**Q.** I ran SnTe with PW91, all-electron, without spin-orbit coupling, and I am unsure how to read the projections. Why is a 1s row only 10 eV deep, and what fixes the order of the centres?

FLEUR MaX-R8.1 (patched build s14), all-electron PW91 without spin-orbit coupling, for SnTe in a two-atom cell with randomly displaced atoms; 5×5×5 k mesh, Fermi-Dirac smearing of 0.05 eV. The muffin-tin radius is 2.6 bohr for both elements. Projections cover the filled states above −12 eV, and energies are relative to the valence top.

| projection name | projection electrons (e) | projection band centre (eV) |
| --- | --- | --- |
| INT | 3.800 | -4.440 |
| MT:1s | 1.410 | -10.400 |
| MT:1p | 2.390 | -2.770 |
| MT:1d | 0.050 | -3.060 |
| MT:2s | 1.290 | -5.950 |
| MT:2p | 0.720 | -3.050 |
| MT:2d | 0.070 | -3.350 |

**A.** The calculation draws a muffin-tin sphere (MT) around each atom and sorts the charge inside it by angular shape, s, p or d. Whatever lies between the spheres is INT, the interstitial, and belongs to no atom. The digit is the atom number, and the core levels of the same run identify the first atom as Te and the second as Sn, so MT:1s is Te 5s valence charge. The projection electrons are the filled states counted in that way above the $-12$ eV edge of the window, and the projection band centre is their mean energy relative to the valence top.

For the order, take the limit of atoms that do not mix. Each centre is then a free-atom level, moved by a common amount because the zero has changed. An s electron penetrates the core more than a p electron of the same shell, so s lies below p on each atom. Te has two more protons than Sn, and the two added p electrons screen them poorly, so each Te level lies below its Sn counterpart. The s–p gap within an atom is also larger than the step from Sn to Te, so the order should be Te s, Sn s, Te p, Sn p. In the table only Sn p is out of place.

**Q.** The atoms are bonded, though. Why should free-atom levels survive at all?

**A.** Consider a second limit, two orbitals that mix and whose bonding and antibonding states are both filled. The orbital's weight is spread over a lower and a higher state, but for orthogonal orbitals the weighted mean over all states equals the original level. Mixing among filled states therefore broadens a projection and leaves its centre roughly in place. Both s pairs are close to this limit. It also means that $-5.95$ eV for Sn s need not be a peak: the well-known Sn 5s–Te 5p mixing puts weight both below that energy and near the valence top.

The third limit is mixing with an empty level. The antibonding partner then lies above the gap and is not counted, so the centre of the filled part drops. Te p is in this position, since its partner Sn p is mostly empty.

**Q.** Can that be put in numbers?

**A.** Write each centre as $C_i=\varepsilon_i+s$, with $\varepsilon_i$ the free-atom level and $s$ one shift. I use rough recalled levels, good to about half an eV, and take $s$ by least squares over Te s, Te p and Sn s, which is the mean of $C_i-\varepsilon_i$:

$$s=\tfrac13\left[(-10.40+15)+(-2.77+6.1)+(-5.95+11)\right]=\tfrac13(4.60+3.33+5.05)=4.33\ \text{eV}$$

The fitted rows scatter by 0.7 eV rms about this model. Te p lies 1.0 eV below its model value and both s rows lie above theirs, which is the pattern the third limit predicts, because a lowered Te p drags the mean shift down with it. In plain differences, Te p stands 3.18 eV above Sn s, where the free atoms suggest about 5 eV. The sign agrees with the argument, but recalled levels are too rough to measure the size of the bonding shift.

**Q.** And Sn p? It lies below Te p, although it should be the highest level.

**A.** It was kept out of the fit because its parent level is not filled:

$$C_{\text{Sn}\,p}^{\text{model}}=-3.9+4.33=+0.43\ \text{eV},\qquad C^{\text{table}}-C^{\text{model}}=-3.05-0.43=-3.48\ \text{eV}$$

The model places the level at or just above the valence top, and its error here is far larger than for any fitted row. The reason is that the table doesn't record this mostly empty level, only the filled Sn p weight, which has no band of its own. It is an admixture in states of mainly Te character, and part of it may be no more than Te tails that reach into the Sn sphere and count as p there. Either way its centre must fall where those states are.

A two-level step gives the sign of the small offset. A Te p state coupled by $V$ to a Sn p level a distance $\Delta$ above it is lowered by about $V^2/\Delta$ and acquires Sn p weight of about $V^2/\Delta^2$, if $V$ is small. For stronger coupling these formulas fail, but the weight still grows with the lowering. Among states that start from the same Te p level, the most stabilised therefore carry the most Sn p, and the Sn p average lies below the Te p average. The table has it 0.28 eV lower, far above the rounding of 0.005 eV. That this mechanism accounts for the whole offset is untested, since a little Sn p weight in the deep s bands would pull the same way.

**Q.** Do the d rows follow the same rule? They hold almost nothing.

**A.** They do. The filled 4d shells, about ten electrons per sphere in the same run, lie below the window. The 0.05 and 0.07 e that remain belong to the valence states: the tails of neighbouring orbitals look partly d-shaped from this atom's centre, and the empty d levels far above can mix in a little. Like Sn p they borrow their energy from the host states, and each sits about 0.3 eV below the p centre of its atom.

**Q.** INT is the largest row, and its centre falls between s and p. What sets it?

**A.** Two limits can be compared with no adjustable constant. If every state put the same fraction of its charge between the spheres, INT would share the sphere average, $-5.32$ eV, which is 0.88 eV too deep. If instead INT consists of orbital tails, the diffuse p electrons dominate. Each s tail is taken as two electrons minus the full sphere charge of the same run, for Te also minus the interstitial charge that the window appears to cut off, and the rest is counted as p. This ignores tails that end in a neighbour's sphere:

$$n_{\text{Te}\,s}=2-1.547-0.078=0.375,\quad n_{\text{Sn}\,s}=2-1.318=0.682,\quad n_p=3.80-0.375-0.682=2.743$$

$$C_{\text{INT}}=\frac{0.375(-10.40)+0.682(-5.95)+2.743(-2.77)}{3.80}=-4.09\ \text{eV}$$

With the p tails at the Sn p centre the result is $-4.29$ eV, and the table has $-4.44$ eV. The tail picture, about 72% p, is thus clearly nearer but still too shallow. A likely reason, not tested here, is that bonding states pile charge between the atoms while antibonding states have a node there, so that INT favours the lower part of each band.

**Q.** You mentioned charge cut off by the window. How much does it matter?

**A.** The rows add to 9.73 of ten valence electrons. The p rows match the full sphere charges once the inner 4p shells are removed, while Te s falls short by 0.137 e, about half of the deficit. Charge lost at the valence top would be largely p, so the loss must be at the other end. Most likely the bottom of the Te 5s band lies below the window edge, though the density of states has not been checked. If so, the Te s centre is at or below $-10.54$ eV, which changes no order and slightly improves the level model.

**Q.** Te p holds over three times the charge of Sn p. Is that Sn$^{2+}$Te$^{2-}$?

**A.** The ratio of 3.32 shows where the filled p weight sits, but it mixes electron count with orbital size. Neutral atoms already give four to two, and the more compact Te orbitals are better captured by a sphere of equal radius. Taking the relative capture from the s charges raises the neutral estimate to 2.35, and the more diffuse p orbitals should raise it further. What remains may be transferred charge or orbital size, and the ratio alone can't tell them apart, the more so as 39% of the counted electrons are in INT.

**Q.** How far can I trust the energies themselves?

**A.** Trust differences more than absolute values. An odd mesh centred on $\Gamma$ omits the L point, near which the band edges of SnTe lie, and the 0.90 eV gap on the mesh is far above the measured 0.2 to 0.3 eV (rough, recalled). Spin-orbit coupling, left out here, splits the p bands and moves the edges as well. An error in the zero shifts all centres alike and is absorbed in $s$, but it can change the sign of the small positive model value for Sn p.

The cell is also a randomly displaced rocksalt, not a relaxed one, which can widen the gap too. The 2.967 Å contact is the shortest of the six, against 3.151 Å in the ideal lattice. The offsets of several eV among Te s, Sn s and Te p come mainly from atomic levels and should be insensitive to this. The 0.3 eV offsets depend on how neighbouring orbitals mix and overlap, so they hold for this one geometry.
